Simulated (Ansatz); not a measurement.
Clean, relaxed (111) surface of SiNi, space group Pmmn (No. 59) (top face towards +c; atoms held fixed, by place in the list: 1, 2, 3, 4, 5, 6, 7, 8):

```xyz
16
Lattice="4.4667 0.0000 0.0000 2.0899 5.2101 0.0000 0.0000 0.0000 24.4263" Properties=species:S:1:pos:R:3 pbc="T T T"
Si    4.4667    4.9243    8.5000
Ni    4.6102    0.5037    8.8737
Ni    2.3768    1.8463    9.5090
Si    4.6102    2.6358    9.8827
Si    2.3768    3.9709   10.5145
Ni    4.6102    4.7605   10.8882
Ni    4.7537    0.8929   11.5236
Si    2.5203    1.6825   11.8972
Si    4.6657    3.0344   12.4798
Ni    2.4136    3.8073   12.8694
Ni    4.6137    5.1984   13.4227
Si    0.3241    0.7522   14.0129
Si    2.6588    2.0145   14.8434
Ni    4.9434    2.9377   14.7262
Ni    2.7537    4.2109   15.4211
Si    5.0217    4.9862   15.7927
```

The calculation used DFT PBE, scalar-relativistic, plane waves, PAW in Ansatz 0.2.0. Plane waves to 420 eV, a k mesh through Γ of 7×6×1 on the computed 16-atom cell and Gaussian smearing (0.10 eV); no spin polarisation. The cell repeats along c with a dipole correction in the vacuum.

Si (atom) is put at the top (Si) at (0.68, 0.96) site, one adsorbate per 23.3 Å², and relaxed. The adsorption energy is E(slab + adsorbate) − E(slab) − E(free adsorbate, spin-polarised where open-shell). Heights count from the highest slab atom after relaxation. Bonded neighbours lie within 1.25 times the sum of covalent radii (1.35 for H) and, on that scale, within 12 % of the closest. With the adsorbate the cell is lengthened along c to keep the vacuum.

(1) How strongly does it bind, and where does its anchoring atom end?

(2) How high does its anchoring atom sit over the highest slab atom, and what is the shortest contact with the surface?

(3) The clean face has a work function of 4.95 eV. How does the adsorbate change it?

Each end is the local minimum or symmetric point that its start leads to. The slab is only 7.4 Å thick, so the energies aren't converged with thickness.

## Answers

(1) -4.41 eV; at (0.65, 0.41), 4 bonded neighbours (Ni and Si).

(2) 0.86 Å; Si–Ni 2.41 Å.

(3) By -0.06 eV.

The reference crystal is a form of SiNi, which isn't its usual structure.

Cost: 3 runs of about 2.7 core-hours in all, on Arm Neoverse V1 (shared hosts).